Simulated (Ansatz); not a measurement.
## SCF convergence of Ti$_{2}$O against the mixing step

All numbers below come from DFT r2SCAN, scalar-relativistic, plane waves, PAW (Ansatz).

```
CELL_PARAMETERS angstrom
2.91940 0.00000 0.00000
-1.45970 2.52827 0.00000
0.00000 0.00000 4.71300
ATOMIC_POSITIONS crystal
Ti 0.66667 0.33333 0.27874
Ti 0.33333 0.66667 0.72126
O 0.00000 0.00000 0.00000
```

| Property | Result |
| --- | --- |
| plane-wave cutoff | 500 eV |
| Γ-centred k-mesh | 18×18×10 |
| occupation rule | Gaussian smearing, 0.1 eV |
| spin treatment | unpolarised |

Each run starts from superposed atomic densities and uses the program's default quasi-Newton mixer with a history of 8 with its automatic preconditioner, at most 120 iterations and the default threshold on the density residual; only the mixing step differs.

| mixing step | iterations | converged | density residual (eV) at iterations 1, 3, 5 |
| --- | --- | --- | --- |
| 0.05 | 9 | yes | 5.6 0.36 0.0083 |
| 0.1 | 9 | yes | 5.6 0.097 0.0078 |
| 0.2 | 9 | yes | 5.6 0.069 0.003 |
| 0.4 | 9 | yes | 5.6 0.18 0.0021 |
| 0.6 | 8 | yes | 5.6 0.43 0.00075 |

Cost: 5 runs of about 1.1 core-minutes in all, on Intel Xeon 6975P-C (Granite Rapids) (shared hosts).